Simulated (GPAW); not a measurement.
Crystal: Zn.

```
Zn
1.0
     2.67000    0.00000    0.00000
    -1.33500    2.31229    0.00000
     0.00000    0.00000    4.96600
Zn
2
Direct
  0.66667 0.33333 0.75000
  0.33333 0.66667 0.25000
```

```yaml
Program: GPAW 26.7.0
Task: relaxation of cell and atoms
Functional: PBEsol
Dispersion: D3(BJ)
Potentials_or_basis: PAW data sets generated in the run's folder for this functional
Cutoff: 600 eV
Basis: pw
k_mesh: 10 × 10 × 5
Occupations: fermi-dirac, width 0.05 eV
Spin: no spin polarisation
```

At the start: pressure -9.8 GPa; volume 15.33 Å³/atom.

Question: How do energy, volume and symmetry change on relaxing?

Answer: Over 8 steps the energy falls by 61.7 meV/atom and the volume is 13.49 Å³/atom (-12.0 %); space group P6_3/mmc (No. 194, to 0.05 Å).

The path:
| step | energy change (eV) | largest force (eV/Å) | pressure (GPa) | volume (Å³) |
| --- | --- | --- | --- | --- |
| 1 | 0.0000 | 0.0000 | -9.76 | 30.66 |
| 2 | -0.0350 | 0.0000 | -8.58 | 30.05 |
| 3 | -0.1151 | 0.0000 | 2.51 | 26.56 |
| 4 | -0.1209 | 0.0000 | -0.51 | 27.26 |
| 5 | -0.1215 | 0.0000 | -0.24 | 27.18 |
| 6 | -0.1232 | 0.0000 | 0.38 | 26.94 |
| 7 | -0.1234 | 0.0000 | 0.22 | 26.95 |
| 8 | -0.1234 | 0.0000 | 0.02 | 26.97 |

Final structure:
```yaml
crystal:
  lattice:
    - [2.57130, 0.00000, 0.00000]
    - [-1.28565, 2.22681, 0.00000]
    - [0.00000, 0.00000, 4.71063]
  atoms:
    - { symbol: Zn, position: [0.66667, 0.33333, 0.75000] }
    - { symbol: Zn, position: [0.33333, 0.66667, 0.25000] }
```

Caveat: later steps reuse the first step's grids; pairwise dispersion overbinds metals, which lowers pressure and volume.
